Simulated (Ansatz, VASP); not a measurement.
## Cross-check of AgCl (Chlorargyrite) between VASP and Ansatz

Aim: how closely do two programs agree when they are given the same cell, functional and k mesh? The cell is taken from a series of VASP runs on this material, whose earlier steps may have relaxed, scaled or displaced it; both programs get it as it stands.

Main program and level: Ansatz 0.2.0; plane waves, with VASP 6.6.1 beside it; relaxation of cell and atoms at LDA, DFT+U.

### Step 1. Set-up

The structure is cubic, space group Fm-3m (No. 225). Conventional cell: a = 5.323 Å, b = 5.323 Å, c = 5.323 Å, α = 90.00°, β = 90.00°, γ = 90.00°. Nearest to Ag lie 6 Cl at 2.66 Å. Cl has 6 Ag at 2.66 Å nearest. Farther neighbours and most contacts between anions are not listed.

### Step 2. Ansatz: relaxation of cell and atoms, LDA, DFT+U

Ansatz runs on its default PAW (the set named soft_2) files.

The relaxed volume is the usual yardstick between codes: its relative difference is about their pressure difference at one cell divided by the bulk modulus.

input.yaml reads:

```yaml
crystal:
  lattice:
    - [0.0, 2.6614843242, 2.6614843242]
    - [2.6614843242, 0.0, 2.6614843242]
    - [2.6614843242, 2.6614843242, 0.0]
  atoms:
    - { symbol: Ag, position: [0.0, 0.0, 0.0] }
    - { symbol: Cl, position: [0.5, 0.5, 0.5] }
hamiltonian:
  xc: lda
  pseudopotentials: { kind: paw }
  hubbard: { sites: [{ species: Ag, l: d, u_eff: 5.0 }] }
kpoints:
  mp_grid: { grid: [8, 8, 8] }
scf:
  occupations: { method: gaussian, width: 0.03 }
relax:
  f_tol: 0.01
  max_steps: 60
  cell: { stress_tol: 0.05 }
output:
  forces: true
  stress: true
  write_density: true
  write_potential: true
  elf: true
  volumetric_format: npy
```

Launch:

```
> ansatz run input.yaml --threads 4 --pin off --max-ram 9216MiB --backend cpu --events-out ev --progress --plain --runs-dir out
```

Numbers of over 12 decimals in the logs are rounded to 6 here.

Output:

```text
Ag: projections on atomic orbitals take those of the free atom [Ar 3d10] 4s2 4p6 4d10 5s1, of charge +0.00 (hamiltonian.pseudopotentials.projection_atoms); the dataset's partial waves leave at most 1.2e-5 of an orbital's norm unspanned inside its sphere
Cl: projections on atomic orbitals take those of the free atom [Ne] 3s2 3p5, of charge +0.00 (hamiltonian.pseudopotentials.projection_atoms); the dataset's partial waves leave at most 2.1e-7 of an orbital's norm unspanned inside its sphere
Engine: ansatz 0.2.0, aarch64-unknown-linux-gnu
Pseudopotentials: kind: paw
Pseudopotential: Ag, paw, valence charge 19, recommended cutoff 420 eV (normal), Ag.paw.azcp
Pseudopotential: Cl, paw, valence charge 7, recommended cutoff 420 eV (normal), Cl.paw.azcp
Functional definition: SPW92
  exchange = slater_x
  correlation = pw_c
Crystal: 2 atoms, lattice volume = 37.705 Å³
Basis set: ecut = 420 eV, 725 PW (Γ)
Bands: 17, of which v1, the nominal top of the filled ones, is band 13 counted from 1 (12 counted from 0)
Symmetry: 48 space group operations
Space group: Fm-3m (ITA 225), of the structure as read, at distance tolerance 3.4e-5 Å
k-points: 29 of 512
Non-local potential: Ag, projectors of the file, l = 0: 3, l = 1: 2, l = 2: 2, l = 3: 1
Non-local potential: Cl, projectors of the file, l = 0: 2, l = 1: 2, l = 2: 2
PAW form: soft (Blöchl's): semilocal exchange-correlation on the pseudo side does not see the compensation charge
PAW frozen core: Ag, regenerated for the run's functional, and the local potential with it (the file was generated under x = pbe(κ = 0.804, μ = 0.219515), c = pbe(β = 0.066725))
PAW frozen core: Cl, regenerated for the run's functional, and the local potential with it (the file was generated under x = pbe(κ = 0.804, μ = 0.219515), c = pbe(β = 0.066725))
PAW one-centre angular grid: Ag, 590 points (default); XC on 64 Gauss nodes
PAW one-centre angular grid: Cl, 110 points (default); XC on 64 Gauss nodes
Initial density: superposition of atomic densities (chi_scale 0.1, normalization cell, long waves kept (reshape's long-wave potential 0.00 eV rms))
Initial wavefunctions: pseudopotential atomic-orbital guess
Functional: x = slater, c = lda
SCF iter   1: F=—  HF=-8503.408723 eV  |F-HF|=—  |Δ(HF+E_count)|=         —  Δρ=6.01e-2  dr2=1.80e0  ethr=3.10e-3  ⟨swp⟩=5.0  Hψ=2303  notcnv=0
preconditioner: auto → none  [insulator: Δε(μ)=1.346 eV  Ē_g=13.283 eV  σ=0.030 eV  W_gap=1.00  n_scr=14 (ndim 8)  ℏωp=25.7 eV  f_vac=0.000  D(μ)=0.00/eV (n_scr^D=0)  ε∞_Penn≈4.7]
SCF iter   2: F=—  HF=-8502.909007 eV  |F-HF|=—  |Δ(HF+E_count)|=   5.00e-1  Δρ=3.23e-2  dr2=3.47e-1  ethr=3.10e-3  ⟨swp⟩=3.1  Hψ=1358  notcnv=0
SCF iter   3: F=—  HF=-8502.800283 eV  |F-HF|=—  |Δ(HF+E_count)|=   1.09e-1  Δρ=5.51e-3  dr2=4.14e-3  ethr=1.34e-3  ⟨swp⟩=2.1  Hψ=1002  notcnv=0
SCF iter   4: F=—  HF=-8502.801437 eV  |F-HF|=—  |Δ(HF+E_count)|=   1.15e-3  Δρ=1.88e-3  dr2=9.88e-4  ethr=1.59e-5  ⟨swp⟩=2.1  Hψ=897  notcnv=0
SCF iter   5: F=—  HF=-8502.801220 eV  |F-HF|=—  |Δ(HF+E_count)|=   2.16e-4  Δρ=3.64e-4  dr2=5.48e-5  ethr=3.80e-6  ⟨swp⟩=3.0  Hψ=1018  notcnv=0
SCF iter   6: F=—  HF=-8502.801227 eV  |F-HF|=—  |Δ(HF+E_count)|=   6.68e-6  Δρ=9.72e-5  dr2=3.94e-6  ethr=2.11e-7  ⟨swp⟩=2.0  Hψ=718  notcnv=0
SCF iter   7: F=—  HF=-8502.801226 eV  |F-HF|=—  |Δ(HF+E_count)|=   1.31e-6  Δρ=1.63e-5  dr2=1.07e-7  ethr=1.51e-8  ⟨swp⟩=2.0  Hψ=666  notcnv=0
SCF iter   8: F=-8502.801226 eV  HF=-8502.801226 eV  |F-HF|=3.53e-10  |Δ(HF+E_count)|=   3.09e-8  Δρ=1.13e-6  dr2=4.85e-10  ethr=3.85e-10  ⟨swp⟩=6.9  Hψ=2584  notcnv=0
SCF 1 converged in 8 iterations: F = -8502.801226 eV  dr2 = 4.85e-10
  greatest PAW one-centre occupation: 1.002 electrons in one spin orbital (limit 2), on the Ag atom at site 0 (counted from 0), in its partial waves of l = 0
relax step   1: F+E_penalty+E_count = -8502.80122567 eV  Δ(F+E_penalty+E_count) = +0.000e0 eV  max|allowed force component| = 2.925e-30 eV/Å  Δτ_max = 0.0000 Å  P = +2.661 GPa  Ω = 37.705 Å³  (8 SCF iters, dr2 threshold 1.00e-7 eV, accepted)
[...]
relax step   2: F+E_penalty+E_count = -8502.81224741 eV  Δ(F+E_penalty+E_count) = -1.102e-2 eV  max|allowed force component| = 1.348e-30 eV/Å  Δτ_max = 0.0000 Å  P = -0.101 GPa  Ω = 39.163 Å³  energy of the carried Pulay correction = -1.498e-4 eV  (5 SCF iters, dr2 threshold 2.00e-7 eV, accepted)
[...]
relax step   3: F+E_penalty+E_count = -8502.81227149 eV  Δ(F+E_penalty+E_count) = -2.407e-5 eV  max|allowed force component| = 8.776e-30 eV/Å  Δτ_max = 0.0000 Å  P = -0.006 GPa  Ω = 39.108 Å³  energy of the carried Pulay correction = -1.442e-4 eV  (3 SCF iters, dr2 threshold 2.56e-8 eV, accepted)
[...]
relax step   4: F+E_penalty+E_count = -8502.81239637 eV  Δ(F+E_penalty+E_count) = -1.249e-4 eV  max|allowed force component| = 2.498e-30 eV/Å  Δτ_max = 0.0000 Å  P = -0.011 GPa  Ω = 39.108 Å³  stress off target by 1.11e-2 GPa  SCF on the basis re-selected at this cell (its energy is not comparable with the rows above)  (6 SCF iters)
basis re-selected at this cell: Δ(F+E_penalty+E_count) = -1.249e-4 eV, ΔP = -0.005 GPa vs the last step (what re-selecting the basis moved, of the pressure what is left beyond the Pulay correction that the steps carried, after the strain that the cell walked since its last selection, with what the two solves' SCF thresholds leave and, on support functions, any second-order correction that the steps lacked; it is no m [...]
SCF converged after 6 iterations
Free energy (F): -8502.812396 eV
Harris-Foulkes:  -8502.812396 eV  (|F-HF|=0.00e0)
Internal energy: -8502.812396 eV  (E = F + TS)
E sigma→0 (E₀):  -8502.812396 eV
Fermi energy:    9.223175 eV
--- Per-component energies (eV) ---
  E_band       = -358.103003
  E_kinetic    = 690.658011
  E_local      = -3084.230446  (includes V_loc(G=0)·N_el)
  E_nonlocal   = 121.133786
  E_hartree    = 1355.050772
  E_xc         = -287.998994
  E_vxc        = -353.979051  (∫ρ·V_xc dr)
  E_hubbard    = 0.092056  (on-site DFT+U / exact-exchange correction)
  E_vhub       = -24.723376  (the Hubbard potential's part of the band-sum identity)
  E_paw        = -4399.277048  (= ΣΔE_a)
  E_vpaw       = -417.063841  (= ΣTr[D̂ρ^β])
  E_aug_tail   = 0.000370  (compensation charges beyond the density's cutoff)
  E_ewald      = -2899.156202
  E_core_change = 0.915299  (= ΣΔE_core)
  E_smearing   = -0.000000  (= −TS)
  E_closure    = -0.000000  (closes the sum)
  Σ components = -8502.812396   (vs F -8502.812396, Δ=0.00e0)
--- Forces (eV/Å), atoms counted from 1 ---
  atom   1  Ag    -0.00000000     0.00000000    -0.00000000
  atom   2  Cl     0.00000000    -0.00000000    -0.00000000
  max |Σ_I F_I| component: 3.45e-30 eV/Å
--- Stress (GPa, compression-positive) ---
       -0.011098       0.000000       0.000000
        0.000000      -0.011098      -0.000000
        0.000000      -0.000000      -0.011098
  P = ⅓ Tr σ = -0.0111 GPa (-0.111 kbar)
--- Band table (eV; the first three rows and the last of 29) ---
  k-point 0: bands = [... 9 lower, 4.1583, 6.6574, 6.6574, 6.6574, 9.9764, 19.8572, 19.8572, 19.8572]
  k-point 1: bands = [... 9 lower, 4.1581, 6.1432, 6.9776, 6.9776, 10.7688, 18.4797, 19.5608, 19.5608]
  k-point 2: bands = [... 9 lower, 4.3178, 5.6004, 7.6341, 7.6341, 12.1456, 16.8781, 18.2178, 18.2178]
  k-point 28: bands = [... 9 lower, 4.8780, 5.6260, 5.6260, 6.7454, 13.4058, 16.9991, 16.9991, 17.1147]
Occupation matrices written to <dir>
--- Relaxed structure (3 steps of the walk, 3 accepted, 1 SCFs on fresh bases) ---
  F+E_penalty+E_count = -8502.81239637 eV   max|allowed force component| = 2.498e-30 eV/Å   (the final SCF, on the basis selected at the relaxed cell)
  cell:  # Å, volume = 39.1081 Å³
    - [0, 2.694092, 2.694092]
    - [2.694092, 0.0, 2.694092]
    - [2.694092, 2.694092, 0]
  atoms:
    - { symbol: Ag, position: [0, 0, 0] }
    - { symbol: Cl, position: [0.5, 0.5, 0.5] }
```

The job ended after 2.1 s (4 threads of Arm Neoverse V1, shared host; peak memory 0.32 GiB).

### Step 3. VASP: relaxation of cell and atoms, LDA, DFT+U

The same cell, functional (in two slightly different forms), mesh and smearing now go to VASP, with its own data sets and cutoff.

Lines of VASP's logs that name or quote its potential files are left out, and so is its time.

INCAR reads:

```
SYSTEM = AgCl
PREC = Accurate
ENCUT = 450
EDIFF = 1E-06
NELM = 100
ISMEAR = 0
SIGMA = 0.03
LREAL = .FALSE.
ALGO = Normal
GGA = CA
NBANDS = 15
LDAU = .TRUE.
LDAUTYPE = 2
LDAUL = 2 -1
LDAUU = 5 0
LDAUJ = 0 0
LDAUPRINT = 1
LASPH = .TRUE.
LMAXMIX = 4
LORBIT = 11
LWAVE = .FALSE.
LCHARG = .FALSE.
KPAR = 2
IBRION = 2
NSW = 50
ISIF = 3
EDIFFG = -0.01
```

POSCAR reads:

```
AgCl
1.0
    0.0000000000      2.6614843242      2.6614843242
    2.6614843242      0.0000000000      2.6614843242
    2.6614843242      2.6614843242      0.0000000000
Ag Cl
1 1
Direct
    0.0000000000      0.0000000000      0.0000000000
    0.5000000000      0.5000000000      0.5000000000
```

KPOINTS reads:

```
Automatic mesh
0
Gamma
8 8 8
0 0 0
```

The projector-augmented-wave data sets are Ag and Cl (LDA family, release 64).

Launch:

```
> mpirun -np 2 vasp_std
```

Output:

```text
[banner, memory and clock lines left out]
running    2 mpi-ranks, on    1 nodes
 distrk:  each k-point on    1 cores,    2 groups
 distr:  one band on    1 cores,    1 groups

 POSCAR found type information on POSCAR AgCl
 POSCAR found :  2 types and       2 ions
 LDA part: xc-table for (Slater(with rela. corr.)+CA(PZ))
 , standard interpolation
 POSCAR, INCAR and KPOINTS ok, starting setup
 FFT: planning ... GRIDC
 FFT: planning ... GRID_SOFT
 FFT: planning ... GRID
 WAVECAR not read
 entering main loop
       N       E                     dE             d eps       ncg     rms          rms(c)
DAV:   1     0.945533825454E+02    0.94553E+02   -0.83664E+03   918   0.976E+02
DAV:   2    -0.240438175920E+01   -0.96958E+02   -0.91751E+02  1080   0.227E+02
DAV:   3    -0.562426631959E+01   -0.32199E+01   -0.32153E+01  1031   0.437E+01
DAV:   4    -0.564639019474E+01   -0.22124E-01   -0.22122E-01  1171   0.388E+00
DAV:   5    -0.564666996324E+01   -0.27977E-03   -0.27977E-03   996   0.422E-01    0.903E+00
DAV:   6    -0.558626755372E+01    0.60402E-01   -0.94421E-02  1038   0.499E+00    0.586E+00
DAV:   7    -0.559060826479E+01   -0.43407E-02   -0.61469E-02  1101   0.205E+00    0.130E+00
DAV:   8    -0.558977247453E+01    0.83579E-03   -0.71977E-03   926   0.932E-01    0.182E-01
DAV:   9    -0.558976450879E+01    0.79657E-05   -0.88778E-04  1108   0.341E-01    0.275E-02
DAV:  10    -0.558977060310E+01   -0.60943E-05   -0.23932E-05  1143   0.589E-02    0.192E-02
DAV:  11    -0.558977348568E+01   -0.28826E-05   -0.25876E-06  1072   0.168E-02    0.291E-03
DAV:  12    -0.558977350940E+01   -0.23717E-07   -0.11606E-07   610   0.311E-03
   1 F= -.55897735E+01 E0= -.55897735E+01  d E =-.558977E+01
 curvature:   0.00 expect dE= 0.000E+00 dE for cont linesearch  0.000E+00
 trial: gam= 0.00000 g(F)=  0.376E-62 g(S)=  0.138E-05 ort = 0.000E+00 (trialstep = 0.100E+01)
 search vector abs. value=  0.138E-05
 reached required accuracy - stopping structural energy minimisation
```

[end of part 1 of 2]

[Lines on the potential files, build, host, timing and source positions are cut from VASP's logs without a mark.]

[Logs are printed without paths, hosts, clocks, repeated set-up lines and the standing remarks that a program may print on its own settings, such as how far it seeks lower states.]

[Hosts, paths, dates, database ids (printed as entryN), source tags and the programs' standing remarks are cut or masked in the printed files.]
